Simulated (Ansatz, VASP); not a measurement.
Two plane-wave programs on Pb

```
CELL_PARAMETERS angstrom
3.03860 -1.75030 0.00000
3.03860 1.75030 0.00000
-2.11550 0.00000 6.09520
ATOMIC_POSITIONS crystal
Pb 0.09150 0.09150 0.27370
Pb 0.90850 0.90850 0.72630
```

This isn't the form of Pb at room conditions, which is fcc.

Alike in both runs: task single point; functional PBE; k mesh 9 × 9 × 4; occupations fermi-dirac, width 0.2 eV; no spin polarisation.

|  | VASP | Ansatz |
| --- | --- | --- |
| version | VASP 6.6.1 | Ansatz 0.2.0 |
| potentials or method | VASP PAW PBE potentials, release 64 (Pb_d) | plane waves, PAW |
| plane-wave cutoff (eV) | 520 | 550 |
| valence electrons in the cell | 28 | 28 |

```csv
,VASP,Ansatz,Ansatz less VASP
pressure (GPa),1.0,1.0,+0.06
largest component of the traceless stress (GPa),0.61,0.61,+0.001
```

With one functional, cell and mesh, what is left measures potentials, basis and numerics.

Spin-orbit coupling is left out, which matters for the levels of Pb.
